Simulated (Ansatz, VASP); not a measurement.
# One calculation of Rh, two programs

Contents of INCAR:

```
PREC = Accurate ; ENCUT = 520
EDIFF = 1E-6 ; ISMEAR = -1
SIGMA = 0.15 ; LREAL = False
LASPH = True ; NELM = 60
ALGO = Normal ; ISIF = 2
LWAVE = False ; LCHARG = False
NBANDS = 38
```

KPOINTS

```
regular mesh
0
Gamma
  10 10 3
```

The input POSCAR:

```
Rh
1.0
    2.6553656080      0.0000000000      0.0000000000
   -1.3276823108      2.2996135298      0.0000000000
    0.0000000000      0.0000000000      8.6791625859
Rh
4
Direct
    0.0000000000      0.0000000000      0.0000000000
    0.3333333333      0.6666666667      0.2500000000
    0.0000000000      0.0000000000      0.5000000000
    0.6666666667      0.3333333333      0.7500000000
```

Input for Ansatz:

```yaml
crystal:
  lattice:
    - [2.6553656080074686, 0.0, 0.0]
    - [-1.3276823107613194, 2.2996135298004687, 0.0]
    - [0.0, 0.0, 8.67916258592187]
  atoms:
    - { symbol: Rh, position: [0.0, 0.0, 0.0] }
    - { symbol: Rh, position: [0.3333333333333333, 0.6666666666666666, 0.25] }
    - { symbol: Rh, position: [0.0, 0.0, 0.5] }
    - { symbol: Rh, position: [0.6666666666666666, 0.3333333333333333, 0.75] }
basis:
  ecutwfc: 500.0
kpoints:
  mp_grid:
    grid: [10, 10, 3]
hamiltonian:
  xc: lda
  pseudopotentials:
    kind: paw
scf:
  occupations:
    method: fermi_dirac
    width: 0.15
output:
  stress: true
```

This isn't the form of Rh at room conditions, which is fcc.

Alike in both runs: task single point; functional LDA; k mesh 10 × 10 × 3; occupations fermi-dirac, width 0.15 eV; no spin polarisation.

|  | VASP | Ansatz |
| --- | --- | --- |
| version | VASP 6.6.1 | Ansatz 0.2.0 |
| potentials or method | VASP PAW LDA potentials, release 64 (Rh_pv) | plane waves, PAW |
| plane-wave cutoff (eV) | 520 | 500 |
| valence electrons in the cell | 60 | 68 |

Ansatz gave:

| Property | Result |
| --- | --- |
| pressure (GPa) | 0.7 |

Question: Which values does VASP return?

Answer: Pressure (GPa): 1.6.

The two sets of potentials don't hold the same shells in valence.
